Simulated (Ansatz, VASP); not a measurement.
## CaO: VASP beside Ansatz

```
Ca O
1.0
     0.00000    2.44900    2.44900
     2.44900    0.00000    2.44900
     2.44900    2.44900    0.00000
Ca O
1 1
Direct
  0.00000 0.00000 0.00000
  0.50000 0.50000 0.50000
```

Alike in both runs: task relaxation of cell and atoms; functional PBE; dispersion D3(BJ); k mesh 8 × 8 × 8; occupations gaussian, width 0.02 eV; no spin polarisation.

|  | VASP | Ansatz |
| --- | --- | --- |
| version | VASP 6.6.1 | Ansatz 0.2.0 |
| potentials or method | VASP PAW PBE potentials, release 64 (Ca_sv, O) | scalar-relativistic, plane waves, PAW |
| plane-wave cutoff (eV) | 600 | 420 |
| valence electrons in the cell | 16 | 16 |

|  | VASP | Ansatz | Ansatz less VASP |
| --- | --- | --- | --- |
| gap on the k mesh at the Fermi level, each at its own relaxed structure (eV) | 3.63 | 3.65 | +0.017 |
| relaxed volume (Å³/atom) | 13.74 | 13.68 | -0.057 |
| relaxed cell length with the largest relative difference (Å) | 3.387 | 3.382 | -0.0047 |
| energy change over the relaxation (meV/atom) | -20 | -23 | -2.5 |

A k mesh can miss the band edges. Expect the measured gap to be larger: semilocal functionals such as PBE lack the derivative discontinuity.
